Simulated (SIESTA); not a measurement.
## TiC: band structure with PBEsol

Crystal: TiC.

```
Ti C
1.0
     0.00000    2.16572    2.16572
     2.16572    0.00000    2.16572
     2.16572    2.16572    0.00000
Ti C
1 1
Direct
  0.00000 0.00000 0.00000
  0.50000 0.50000 0.50000
```

The cell is a database's computed one.

```
Program             : SIESTA 5.4.2
Task                : band structure
Functional          : PBEsol
Potentials or basis : PseudoDojo 0.4 standard (PBEsol files)
Basis               : DZP (energy shift 0.002 Ry)
Grid cutoff         : 800 Ry
Energy shift        : 0.002 Ry
k mesh              : 11 × 11 × 11
Occupations         : fermi-dirac, width 0.05 eV
Spin                : no spin polarisation
```

* Pressure: -6.3 GPa
* Band gap on the k mesh: none (metal or under the smearing width)

Levels at the corners of the path, in eV from the Fermi level:
| point | band 5 | band 6 | band 7 | band 8 | band 9 | band 10 | band 11 | band 12 |
| --- | --- | --- | --- | --- | --- | --- | --- | --- |
| Γ | -12.46 | 0.57 | 0.57 | 0.57 | 1.65 | 1.65 | 1.79 | 1.79 |
| X | -10.16 | -3.54 | -1.79 | -0.06 | -0.06 | 2.67 | 3.45 | 3.45 |
| W | -9.54 | -3.28 | -3.28 | -2.79 | 2.74 | 2.74 | 3.46 | 5.17 |
| K | -9.61 | -3.61 | -3.48 | -1.79 | 1.40 | 3.08 | 3.77 | 5.46 |
| Γ | -12.46 | 0.57 | 0.57 | 0.57 | 1.65 | 1.65 | 1.79 | 1.79 |
| L | -8.89 | -6.00 | -3.00 | -3.00 | 2.86 | 2.86 | 4.06 | 8.24 |
| U | -9.61 | -3.61 | -3.48 | -1.79 | 1.40 | 3.08 | 3.77 | 5.46 |
| W | -9.54 | -3.28 | -3.28 | -2.79 | 2.74 | 2.74 | 3.46 | 5.17 |
| L | -8.89 | -6.00 | -3.00 | -3.00 | 2.86 | 2.86 | 4.06 | 8.24 |
| K | -9.61 | -3.61 | -3.48 | -1.79 | 1.40 | 3.08 | 3.77 | 5.46 |
| U | -9.61 | -3.61 | -3.48 | -1.79 | 1.40 | 3.08 | 3.77 | 5.46 |
| X | -10.16 | -3.54 | -1.79 | -0.06 | -0.06 | 2.67 | 3.45 | 3.45 |

Wall time 100 s on 1 thread of Arm Neoverse V1, on a shared host, peak memory 0.33 GiB.

Caveat: semicore shells carry a single zeta, which can move pressures by several GPa and volumes by a few percent; the basis of atomic orbitals isn't converged, which shifts pressures, moduli and gaps.
